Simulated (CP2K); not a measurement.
Pd:

```
CELL_PARAMETERS angstrom
2.78367 0.00000 0.00000
-1.39183 2.41072 0.00000
0.00000 0.00000 4.62889
ATOMIC_POSITIONS crystal
Pd 0.33333 0.66667 0.25000
Pd 0.66667 0.33333 0.75000
```

This isn't the form of Pd at room conditions, which is fcc.

Program: CP2K 2026.2. Alike in all runs: no spin polarisation; cell as given.

**Question.** Order these runs on this cell by their pressure, lowest first.
A. level LDA-VWN; potentials or basis GTH_POTENTIALS Pd GTH-PADE-q18; TZVP-MOLOPT-SR-GTH basis; k mesh 8 × 8 × 5; smearing gaussian 0.1 eV; EPS_DEFAULT 1.0E-10; NGRIDS 4; basis sets Pd TZVP-MOLOPT-SR-GTH-q18; potentials Pd GTH-PADE-q18 of GTH_POTENTIALS; points a segment of the path (NPOINTS) 6
B. level PBEsol; potentials or basis GTH_POTENTIALS Pd GTH-PBE-q18; DZVP-MOLOPT-SR-GTH basis; k mesh 8 × 8 × 5; smearing fermi-dirac 0.0259 eV; EPS_DEFAULT 1.0E-10; NGRIDS 5; basis sets Pd DZVP-MOLOPT-SR-GTH-q18; potentials Pd GTH-PBE-q18 of GTH_POTENTIALS
C. level LDA-VWN; potentials or basis GTH_POTENTIALS Pd GTH-PADE-q18; DZVP-MOLOPT-PBE-GTH basis; k mesh 11 × 11 × 6; smearing fermi-dirac 0.05 eV; EPS_DEFAULT 1.0E-9; NGRIDS 4; basis sets Pd DZVP-MOLOPT-PBE-GTH-q18; potentials Pd GTH-PADE-q18 of GTH_POTENTIALS; points a segment of the path (NPOINTS) 8

**Answer.** A (-21.0 GPa), C (-15.9 GPa), B (-8.7 GPa).

Caveats: the basis of atomic orbitals isn't converged, which shifts pressures, moduli and gaps; so large a pressure means that the cell lies far from this level's equilibrium, or that cutoff or potentials fall short (some runs); the potentials were made for another functional, which shifts forces and pressure (some runs).
